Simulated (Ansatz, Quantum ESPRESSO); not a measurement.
# Complex bands of BeS, zinc blende type, lattice constant set to 4.653 Å, part 2 of 4

Aim: how fast states decay in the gap of BeS, zinc blende type, lattice constant set to 4.653 Å.

Quantum ESPRESSO 7.5; plane-wave DFT, LDA, GBRV ultrasoft pseudopotentials; cross-check by Ansatz 0.2.0 with PAW datasets.

So far. Step 2 (Ground state): The run needed 8 iterations to bring the estimated error under 1e-09 Ry.

The structure was built from a prototype and need not be the compound's stable phase.

## 3. Complex band structure

Level of this step: complex band structure by pwcond; plane-wave DFT, LDA, GBRV ultrasoft pseudopotentials (Quantum ESPRESSO).

ikind = 0 solves one period of the crystal for all kz, real and complex, at each energy and k across. ewind and epsproj trim the two-dimensional plane-wave basis; nz1 sets the subslabs.

Input file cbs.in:

```
&inputcond
  outdir = './out'
  prefixl = 'scf'
  band_file = 'cbs'
  ikind = 0
  ewind = 4.0
  epsproj = 1e-05
  nz1 = 7
  energy0 = 7.44
  denergy = -0.24
/
4
  0.00000000 0.00000000 1.00000000
  0.50000000 0.00000000 1.00000000
  0.50000000 0.50000000 1.00000000
  0.25000000 0.00000000 1.00000000
40
```

Run with:

```console
OMP_NUM_THREADS=1 mpirun -n 2 pwcond.x -in cbs.in > cbs.out
```

The program printed:

```text
[banner, memory and clock lines left out]
Program PWCOND v.7.5 starts

          URL

     ./out/scf.save/

     IMPORTANT: XC functional enforced from input :
     Exchange-correlation= PZ
                           (   1   1   0   0   0   0   0)
     Any further DFT definition will be discarded
     Please, verify this is what you really want

     Reading collected, re-writing distributed wavefunctions

===== INPUT FILE containing the left lead =====

     GEOMETRY:

     lattice parameter (alat)  =       6.2175  a.u.
     the volume                =     339.9114 (a.u.)^3
     the cross section         =      38.6575 (a.u.)^2
     l of the unit cell        =       1.4142 (alat)
     number of atoms/cell      =            4
     number of atomic types    =            2

     crystal axes: (cart. coord. in units of alat)
               a(1) = (  1.0000  0.0000  0.0000 )
               a(2) = (  0.0000  1.0000  0.0000 )
               a(3) = (  0.0000  0.0000  1.4142 )

   Cartesian axes

     site n.     atom                  positions (alat units)
          1        Be     tau(  1)=(  0.0000  0.0000  1.4142  )
          2        S      tau(  2)=(  0.5000  0.0000  0.3536  )
          3        Be     tau(  3)=(  0.5000  0.5000  0.7071  )
          4        S      tau(  4)=(  0.0000  0.5000  1.0607  )

     nr1s                      =           25
     nr2s                      =           25
     nr3s                      =           36
     nr1sx                     =           25
     nr2sx                     =           25
     nr3sx                     =           36
     nr1                       =           27
     nr2                       =           27
     nr3                       =           40
     nr1x                      =           27
     nr2x                      =           27
     nr3x                      =           40

 _______________________________
  Radii of nonlocal spheres:

     type       ibeta     ang. mom.          radius (alat units)
       Be         1         0                    0.2600
       Be         2         0                    0.2600
       Be         3         0                    0.2600
       Be         4         1                    0.2600
       Be         5         1                    0.2600
       Be         6         2                    0.2600
       S          1         0                    0.2425
       S          2         0                    0.2425
       S          3         1                    0.2425
       S          4         1                    0.2425
       S          5         2                    0.2425
       S          6         2                    0.2425
----- General information -----

----- Complex band structure calculation -----

     nrx                       =           25
     nry                       =           25
     nz1                       =            7

     energy0               =         7.4E+00
     denergy               =        -2.4E-01
     nenergy               =         40
     ecut2d                =         4.0E+01
     ewind                 =         4.0E+00
     epsproj               =         1.0E-05

     number of k_|| points=    4
                       cryst. coord.
        k(    1) = (   0.0000000   0.0000000), wk =   0.2500000
        k(    2) = (   0.5000000   0.0000000), wk =   0.2500000
        k(    3) = (   0.5000000   0.5000000), wk =   0.2500000
        k(    4) = (   0.2500000   0.0000000), wk =   0.2500000
----- Information about left lead -----

     nocros                   =           14
     noins                    =           50
     norb                     =           78
     norbf                    =           78
     nrz                      =           36

      iorb      type   ibeta   ang. mom.   m       position (alat)
        1        1       1        0        1   taunew(   1)=(  0.0000  0.0000  0.0000)
        2        1       2        0        1   taunew(   2)=(  0.0000  0.0000  0.0000)
        3        1       3        0        1   taunew(   3)=(  0.0000  0.0000  0.0000)
        4        1       4        1        1   taunew(   4)=(  0.0000  0.0000  0.0000)
        5        1       4        1        2   taunew(   5)=(  0.0000  0.0000  0.0000)
        6        1       4        1        3   taunew(   6)=(  0.0000  0.0000  0.0000)
        7        1       5        1        1   taunew(   7)=(  0.0000  0.0000  0.0000)
        8        1       5        1        2   taunew(   8)=(  0.0000  0.0000  0.0000)
        9        1       5        1        3   taunew(   9)=(  0.0000  0.0000  0.0000)
       10        1       6        2        1   taunew(  10)=(  0.0000  0.0000  0.0000)
       11        1       6        2        2   taunew(  11)=(  0.0000  0.0000  0.0000)
       12        1       6        2        3   taunew(  12)=(  0.0000  0.0000  0.0000)
       13        1       6        2        4   taunew(  13)=(  0.0000  0.0000  0.0000)
       14        1       6        2        5   taunew(  14)=(  0.0000  0.0000  0.0000)
       15        2       1        0        1   taunew(  15)=(  0.5000  0.0000  0.3536)
       16        2       2        0        1   taunew(  16)=(  0.5000  0.0000  0.3536)
       17        2       3        1        1   taunew(  17)=(  0.5000  0.0000  0.3536)
       18        2       3        1        2   taunew(  18)=(  0.5000  0.0000  0.3536)
       19        2       3        1        3   taunew(  19)=(  0.5000  0.0000  0.3536)
       20        2       4        1        1   taunew(  20)=(  0.5000  0.0000  0.3536)
       21        2       4        1        2   taunew(  21)=(  0.5000  0.0000  0.3536)
       22        2       4        1        3   taunew(  22)=(  0.5000  0.0000  0.3536)
       23        2       5        2        1   taunew(  23)=(  0.5000  0.0000  0.3536)
       24        2       5        2        2   taunew(  24)=(  0.5000  0.0000  0.3536)
       25        2       5        2        3   taunew(  25)=(  0.5000  0.0000  0.3536)
       26        2       5        2        4   taunew(  26)=(  0.5000  0.0000  0.3536)
       27        2       5        2        5   taunew(  27)=(  0.5000  0.0000  0.3536)
       28        2       6        2        1   taunew(  28)=(  0.5000  0.0000  0.3536)
       29        2       6        2        2   taunew(  29)=(  0.5000  0.0000  0.3536)
       30        2       6        2        3   taunew(  30)=(  0.5000  0.0000  0.3536)
       31        2       6        2        4   taunew(  31)=(  0.5000  0.0000  0.3536)
       32        2       6        2        5   taunew(  32)=(  0.5000  0.0000  0.3536)
       33        1       1        0        1   taunew(  33)=(  0.5000  0.5000  0.7071)
[...]
56        2       5        2        2   taunew(  56)=(  0.0000  0.5000  1.0607)
       57        2       5        2        3   taunew(  57)=(  0.0000  0.5000  1.0607)
       58        2       5        2        4   taunew(  58)=(  0.0000  0.5000  1.0607)
       59        2       5        2        5   taunew(  59)=(  0.0000  0.5000  1.0607)
       60        2       6        2        1   taunew(  60)=(  0.0000  0.5000  1.0607)
       61        2       6        2        2   taunew(  61)=(  0.0000  0.5000  1.0607)
       62        2       6        2        3   taunew(  62)=(  0.0000  0.5000  1.0607)
       63        2       6        2        4   taunew(  63)=(  0.0000  0.5000  1.0607)
       64        2       6        2        5   taunew(  64)=(  0.0000  0.5000  1.0607)
       65        1       1        0        1   taunew(  65)=(  0.0000  0.0000  1.4142)
       66        1       2        0        1   taunew(  66)=(  0.0000  0.0000  1.4142)
       67        1       3        0        1   taunew(  67)=(  0.0000  0.0000  1.4142)
       68        1       4        1        1   taunew(  68)=(  0.0000  0.0000  1.4142)
       69        1       4        1        2   taunew(  69)=(  0.0000  0.0000  1.4142)
       70        1       4        1        3   taunew(  70)=(  0.0000  0.0000  1.4142)
       71        1       5        1        1   taunew(  71)=(  0.0000  0.0000  1.4142)
       72        1       5        1        2   taunew(  72)=(  0.0000  0.0000  1.4142)
       73        1       5        1        3   taunew(  73)=(  0.0000  0.0000  1.4142)
       74        1       6        2        1   taunew(  74)=(  0.0000  0.0000  1.4142)
       75        1       6        2        2   taunew(  75)=(  0.0000  0.0000  1.4142)
       76        1       6        2        3   taunew(  76)=(  0.0000  0.0000  1.4142)
       77        1       6        2        4   taunew(  77)=(  0.0000  0.0000  1.4142)
       78        1       6        2        5   taunew(  78)=(  0.0000  0.0000  1.4142)
    k slab    z(k)  z(k+1)     crossing(iorb=1,norb)
    1   0.0000 0.0393 0.0393   111111111111110000000000000000000000000000000000000000000000000000000000000000
    2   0.0393 0.0786 0.0393   111111111111110000000000000000000000000000000000000000000000000000000000000000
    3   0.0786 0.1179 0.0393   111111111111111111111111111111110000000000000000000000000000000000000000000000
    4   0.1179 0.1571 0.0393   111111111111111111111111111111110000000000000000000000000000000000000000000000
    5   0.1571 0.1964 0.0393   111111111111111111111111111111110000000000000000000000000000000000000000000000
    6   0.1964 0.2357 0.0393   111111111111111111111111111111110000000000000000000000000000000000000000000000
    7   0.2357 0.2750 0.0393   111111111111111111111111111111110000000000000000000000000000000000000000000000
    8   0.2750 0.3143 0.0393   000000000000001111111111111111110000000000000000000000000000000000000000000000
    9   0.3143 0.3536 0.0393   000000000000001111111111111111110000000000000000000000000000000000000000000000
   10   0.3536 0.3928 0.0393   000000000000001111111111111111110000000000000000000000000000000000000000000000
   11   0.3928 0.4321 0.0393   000000000000001111111111111111110000000000000000000000000000000000000000000000
   12   0.4321 0.4714 0.0393   000000000000001111111111111111111111111111111100000000000000000000000000000000
   13   0.4714 0.5107 0.0393   000000000000001111111111111111111111111111111100000000000000000000000000000000
   14   0.5107 0.5500 0.0393   000000000000001111111111111111111111111111111100000000000000000000000000000000
   15   0.5500 0.5893 0.0393   000000000000001111111111111111111111111111111100000000000000000000000000000000
   16   0.5893 0.6285 0.0393   000000000000001111111111111111111111111111111100000000000000000000000000000000
   17   0.6285 0.6678 0.0393   000000000000000000000000000000001111111111111100000000000000000000000000000000
   18   0.6678 0.7071 0.0393   000000000000000000000000000000001111111111111100000000000000000000000000000000
   19   0.7071 0.7464 0.0393   000000000000000000000000000000001111111111111100000000000000000000000000000000
   20   0.7464 0.7857 0.0393   000000000000000000000000000000001111111111111100000000000000000000000000000000
   21   0.7857 0.8250 0.0393   000000000000000000000000000000001111111111111111111111111111111100000000000000
   22   0.8250 0.8642 0.0393   000000000000000000000000000000001111111111111111111111111111111100000000000000
   23   0.8642 0.9035 0.0393   000000000000000000000000000000001111111111111111111111111111111100000000000000
   24   0.9035 0.9428 0.0393   000000000000000000000000000000001111111111111111111111111111111100000000000000
   25   0.9428 0.9821 0.0393   000000000000000000000000000000001111111111111111111111111111111100000000000000
   26   0.9821 1.0214 0.0393   000000000000000000000000000000000000000000000011111111111111111100000000000000
   27   1.0214 1.0607 0.0393   000000000000000000000000000000000000000000000011111111111111111100000000000000
   28   1.0607 1.0999 0.0393   000000000000000000000000000000000000000000000011111111111111111100000000000000
   29   1.0999 1.1392 0.0393   000000000000000000000000000000000000000000000011111111111111111100000000000000
   30   1.1392 1.1785 0.0393   000000000000000000000000000000000000000000000011111111111111111111111111111111
   31   1.1785 1.2178 0.0393   000000000000000000000000000000000000000000000011111111111111111111111111111111
   32   1.2178 1.2571 0.0393   000000000000000000000000000000000000000000000011111111111111111111111111111111
   33   1.2571 1.2964 0.0393   000000000000000000000000000000000000000000000011111111111111111111111111111111
   34   1.2964 1.3356 0.0393   000000000000000000000000000000000000000000000011111111111111111111111111111111
   35   1.3356 1.3749 0.0393   000000000000000000000000000000000000000000000000000000000000000011111111111111
   36   1.3749 1.4142 0.0393   000000000000000000000000000000000000000000000000000000000000000011111111111111
 ngper, shell number =          121          20
 ngper, n2d =          121         100
---  E-Ef =    7.4400000  k =    0.0000000   0.0000000
---  ie =          1  ik =          1
 Nchannels of the left tip =            4
 Right moving states:
   k1(2pi/a)   k2(2pi/a)   E-Ef (eV)
   0.1762698  -0.0000000   7.4400000
   0.3502809  -0.0000000   7.4400000
   0.3503170  -0.0000000   7.4400000
  -0.3923310  -0.0000000   7.4400000
 Left moving states:
   k1(2pi/a)   k2(2pi/a)   E-Ef (eV)
  -0.1762702  -0.0000000   7.4400000
  -0.3502809   0.0000000   7.4400000
  -0.3502809   0.0000000   7.4400000
   0.3923323  -0.0000000   7.4400000

---  E-Ef =    7.2000000  k =    0.0000000   0.0000000
---  ie =          2  ik =          1
 Nchannels of the left tip =            4
 Right moving states:
   k1(2pi/a)   k2(2pi/a)   E-Ef (eV)
   0.1355841  -0.0000000   7.2000000
   0.3242354  -0.0000000   7.2000000
   0.3242729  -0.0000000   7.2000000
  -0.4208069  -0.0000000   7.2000000
 Left moving states:
   k1(2pi/a)   k2(2pi/a)   E-Ef (eV)
  -0.1355844  -0.0000000   7.2000000
  -0.3242354   0.0000000   7.2000000
  -0.3242354   0.0000000   7.2000000
   0.4208082  -0.0000000   7.2000000
[... further energies and points left out ...]
---  E-Ef =   -1.6800000  k =    0.2500000   0.0000000
---  ie =         39  ik =          4
 Nchannels of the left tip =            2
 Right moving states:
   k1(2pi/a)   k2(2pi/a)   E-Ef (eV)
   0.4784769  -0.0000000  -1.6800000
   0.4838491   0.0000000  -1.6800000
 Left moving states:
   k1(2pi/a)   k2(2pi/a)   E-Ef (eV)
  -0.4784763   0.0000000  -1.6800000
  -0.4838502  -0.0000000  -1.6800000

---  E-Ef =   -1.9200000  k =    0.2500000   0.0000000
---  ie =         40  ik =          4
 Nchannels of the left tip =            2
 Right moving states:
   k1(2pi/a)   k2(2pi/a)   E-Ef (eV)
   0.4116425   0.0000000  -1.9200000
   0.4438322  -0.0000000  -1.9200000
 Left moving states:
   k1(2pi/a)   k2(2pi/a)   E-Ef (eV)
  -0.4116435  -0.0000000  -1.9200000
  -0.4438316   0.0000000  -1.9200000

Note: The following floating-point exceptions are signalling: IEEE_UNDERFLOW_FLAG IEEE_DENORMAL
Note: The following floating-point exceptions are signalling: IEEE_UNDERFLOW_FLAG IEEE_DENORMAL
```

Run time: 78 s. Hardware: 2 MPI ranks of Intel Xeon Platinum 8375C at 2.90GHz (Ice Lake), shared host; peak memory 0.14 GiB; 2.6 min of CPU time.

Read from the output:

```
peak of the smallest κ at the zone centre : 0.347 Å⁻¹
energy of the peak at the zone centre     : 1.92 eV
peak of the smallest κ at (1/2, 0)        : 0.402 Å⁻¹
peak of the smallest κ at (1/4, 0)        : 0.395 Å⁻¹
```

K across = (0, 0) in the cell's reciprocal vectors; values within 0.0025 1/Å of each other count once, columns are sorted by size at each energy, a dash where no further value was kept. Im kz of the slowest decaying states against energy, zero at the highest filled level of the SCF mesh:

| energy (eV) | decay 1 (Å⁻¹) | decay 2 (Å⁻¹) | decay 3 (Å⁻¹) |
| --- | --- | --- | --- |
| -1.92 | 0.891 | 1.87 | 2.00 |
| -1.44 | 0.841 | 1.83 | 1.96 |
| -0.96 | 0.789 | 1.79 | 1.93 |
| -0.48 | 0.735 | 1.75 | 1.90 |
| -0.24 | 0.707 | 1.73 | 1.88 |
| 0.00 | 0.011 | 0.016 | 0.677 |
| 0.24 | 0.147 | 0.166 | 0.646 |
| 0.72 | 0.241 | 0.268 | 0.581 |
| 1.20 | 0.297 | 0.32 | 0.505 |
| 1.68 | 0.333 | 0.35 | 0.415 |
| 2.16 | 0.292 | 0.358 | 0.364 |
| 2.64 | 0.366 | 0.374 | 1.02 |
| 2.88 | 0.363 | 0.379 | 0.94 |
| 3.36 | 0.348 | 0.384 | 0.775 |
| 3.84 | 0.322 | 0.383 | 0.585 |
| 4.32 | 0.283 | 0.35 | 0.379 |
| 4.80 | 0.222 | 0.375 | 1.50 |
| 5.28 | 0.114 | 0.388 | 1.47 |
| 5.76 | 0.171 | 0.452 | 1.43 |
| 6.00 | 0.178 | 0.494 | 1.41 |
| 6.48 | 0.126 | 0.563 | 1.37 |
| 6.96 | 0.611 | 1.32 | 1.33 |
| 7.44 | 0.644 | 1.26 | 1.29 |

K across = (0, 0) in the cell's reciprocal vectors. Re kz of states that move upwards against energy, zero at the highest filled level of the SCF mesh:

| energy (eV) | channel 1 (Å⁻¹) | channel 2 (Å⁻¹) | channel 3 (Å⁻¹) | channel 4 (Å⁻¹) |
| --- | --- | --- | --- | --- |
| -1.92 | -0.665 | -0.665 | -0.497 | - |
| -1.44 | -0.528 | -0.528 | -0.413 | - |
| -1.20 | -0.463 | -0.463 | -0.370 | - |
| -0.72 | -0.333 | -0.333 | -0.275 | - |
| -0.48 | -0.262 | -0.262 | -0.219 | - |
| 0.00 | - | - | - | - |
| 0.24 | - | - | - | - |
| 0.72 | - | - | - | - |
| 0.96 | - | - | - | - |
| 1.44 | - | - | - | - |
| 1.92 | - | - | - | - |
| 2.16 | - | - | - | - |
| 2.64 | 0.0923 | - | - | - |
| 2.88 | 0.244 | - | - | - |
| 3.36 | 0.418 | - | - | - |
| 3.60 | 0.494 | - | - | - |
| 4.08 | 0.650 | - | - | - |
| 4.56 | -0.521 | - | - | - |
| 4.80 | -0.419 | 0.221 | - | - |
| 5.28 | -0.171 | 0.427 | - | - |
| 5.52 | 0.0867 | 0.0869 | 0.491 | - |
| 6.00 | 0.230 | 0.230 | 0.590 | - |
| 6.24 | 0.279 | 0.279 | 0.632 | - |
| 6.72 | -0.641 | 0.363 | 0.363 | - |
| 6.96 | -0.605 | 0.119 | 0.401 | 0.401 |
| 7.44 | -0.530 | 0.238 | 0.473 | 0.473 |

K across = (1/2, 0) in the cell's reciprocal vectors; values within 0.0025 1/Å of each other count once, columns are sorted by size at each energy, a dash where no further value was kept. Im kz of the slowest decaying states against energy, zero at the highest filled level of the SCF mesh:

| energy (eV) | decay 1 (Å⁻¹) | decay 2 (Å⁻¹) | decay 3 (Å⁻¹) |
| --- | --- | --- | --- |
| -1.92 | 0.722 | 1.61 | 2.25 |
| -1.68 | 0.6 | 1.59 | 2.25 |
| -1.20 | 0.055 | 0.214 | 1.54 |
| -0.96 | 0.156 | 0.502 | 1.51 |
| -0.72 | 0.209 | 0.601 | 1.48 |
| -0.24 | 0.279 | 0.693 | 1.42 |
| 0.00 | 0.304 | 0.716 | 1.40 |
| 0.24 | 0.325 | 0.731 | 1.36 |
| 0.72 | 0.357 | 0.746 | 1.30 |
| 0.96 | 0.37 | 0.747 | 1.27 |
| 1.20 | 0.38 | 0.746 | 1.24 |
| 1.68 | 0.394 | 0.736 | 1.18 |
| 1.92 | 0.398 | 0.728 | 1.14 |
| 2.16 | 0.401 | 0.718 | 1.11 |
| 2.64 | 0.401 | 0.692 | 1.03 |
| 2.88 | 0.399 | 0.677 | 0.995 |
| 3.36 | 0.389 | 0.642 | 0.914 |
| 3.60 | 0.381 | 0.621 | 0.871 |
| 3.84 | 0.37 | 0.599 | 0.825 |
| 4.32 | 0.342 | 0.549 | 0.724 |
| 4.56 | 0.322 | 0.52 | 0.667 |
| 4.80 | 0.299 | 0.488 | 0.602 |
| 5.28 | 0.233 | 0.412 | 0.433 |
| 5.52 | 0.181 | 0.295 | 0.366 |
| 5.76 | 0.068 | 0.311 | 1.98 |
| 6.24 | 0.134 | 0.144 | 1.96 |
| 6.48 | 0.267 | 1.95 | 2.08 |
| 6.72 | 0.341 | 1.94 | 2.06 |
| 7.20 | 0.408 | 1.92 | 2.02 |
| 7.44 | 0.425 | 1.91 | 2.00 |

K across = (1/2, 1/2) in the cell's reciprocal vectors; values within 0.0025 1/Å of each other count once, columns are sorted by size at each energy, a dash where no further value was kept. Table of Im kz of the slowest decaying states by energy, zero at the highest filled level of the SCF mesh:

| energy (eV) | decay 1 (Å⁻¹) | decay 2 (Å⁻¹) | decay 3 (Å⁻¹) |
| --- | --- | --- | --- |
| -1.92 | 0.332 | 0.39 | 2.36 |
| -1.68 | 0.345 | 0.413 | 2.35 |
| -1.44 | 0.355 | 0.431 | 2.33 |
| -1.20 | 0.36 | 0.446 | 2.32 |
| -0.96 | 0.363 | 0.457 | 2.31 |
| -0.72 | 0.364 | 0.466 | 2.29 |
| -0.48 | 0.361 | 0.472 | 2.28 |
| -0.24 | 0.357 | 0.476 | 2.26 |
| 0.00 | 0.351 | 0.478 | 2.25 |
| 0.24 | 0.342 | 0.479 | 2.23 |
| 0.72 | 0.318 | 0.474 | 2.21 |
| 0.96 | 0.303 | 0.469 | 2.19 |
| 1.20 | 0.285 | 0.462 | 2.17 |
| 1.44 | 0.264 | 0.455 | 2.16 |
| 1.68 | 0.238 | 0.445 | 2.14 |
| 1.92 | 0.208 | 0.434 | 2.13 |
| 2.16 | 0.169 | 0.421 | 2.11 |
| 2.40 | 0.115 | 0.406 | 2.10 |
| 2.64 | 0.389 | 2.08 | 2.11 |
| 2.88 | 0.37 | 2.07 | 2.09 |
| 3.12 | 0.348 | 2.05 | 2.08 |
| 3.36 | 0.324 | 2.04 | 2.06 |
| 3.60 | 0.296 | 2.02 | 2.04 |
| 3.84 | 0.263 | 2.00 | 2.02 |
| 4.08 | 0.223 | 1.99 | 2.01 |
| 4.32 | 0.171 | 1.97 | 1.99 |
| 4.56 | 0.09 | 1.95 | 1.97 |
| 4.80 | 1.94 | 1.95 | 2.02 |
| 5.28 | 1.90 | 1.92 | 1.99 |
| 5.52 | 1.88 | 1.90 | 1.97 |
| 5.76 | 1.87 | 1.88 | 1.96 |
| 6.00 | 1.85 | 1.86 | 1.94 |
| 6.24 | 1.83 | 1.84 | 1.92 |
| 6.48 | 0.039 | 1.81 | 1.82 |
| 6.72 | 0.072 | 1.79 | 1.8 |
| 6.96 | 0.088 | 1.78 | 1.78 |
| 7.20 | 0.097 | 1.76 | 1.84 |
| 7.44 | 0.101 | 1.74 | 1.83 |

(Part 2 of 4 ends here.)

[Logs are printed without paths, hosts, clocks, repeated set-up lines and the standing remarks that a program may print on its own settings, such as how far it seeks lower states.]

[Hosts, paths, dates, database ids (printed as entryN), source tags and the programs' standing remarks are cut or masked in the printed files.]

[Maps of the electrostatic potential energy from Ansatz leave out the sawtooth potential of an applied field or a dipole correction, so their vacuum need not be flat; planar profiles and work functions include it.]
